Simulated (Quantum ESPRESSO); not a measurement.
Crystal: Fe.

```
Fe
1.0
    -1.44300    1.44300    1.44300
     1.44300   -1.44300    1.44300
     1.44300    1.44300   -1.44300
Fe
1
Direct
  0.00000 0.00000 0.00000
```

Base run:

* Program: Quantum ESPRESSO 7.5
* Functional: PBEsol
* Potentials or basis: GBRV 1.5 PBEsol
* Cutoff: 762 eV
* Density cutoff: 6095 eV
* k mesh: 9 × 9 × 9
* Occupations: fermi-dirac, width 0.05 eV
* Spin: no spin polarisation

Its results: band gap on the k mesh none (metal or under the smearing width); pressure -34.9 GPa.

Q: The run is repeated on the same cell with these changes: spin from no spin polarisation to collinear spin, ferromagnetic start. What comes out?

A: Band gap on the k mesh none (metal or under the smearing width); pressure -14.2 GPa; net moment 2.46 μB per cell; site moments Fe +2.50 μB.

Caveats: a pressure of tens of GPa on the cell as given is suspect, and the run, the potentials or the cell itself is likely at fault (some runs).
